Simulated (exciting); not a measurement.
The system is Li2S.

```
CELL_PARAMETERS angstrom
0.00000 2.84450 2.84450
2.84450 0.00000 2.84450
2.84450 2.84450 0.00000
ATOMIC_POSITIONS crystal
S 0.00000 0.00000 0.00000
Li 0.75000 0.75000 0.75000
Li 0.25000 0.25000 0.25000
```

Base run:

* Program: exciting (release sodium)
* Functional: RPBE
* Potentials or basis: all-electron LAPW+lo, shipped species files, valence relativity zora
* rgkmax: 7
* k mesh: 8 × 8 × 8
* Occupations: fermi-dirac, width 0.05 eV
* Spin: no spin polarisation

Its results: band gap on the k mesh 3.56 eV, indirect (least direct gap 4.47 eV).

Q: The run is repeated on the same cell with these changes: functional from RPBE to PBE. What comes out?

A: Band gap on the k mesh 3.40 eV, indirect (least direct gap 4.29 eV).

Not every run made on this cell is shown here.
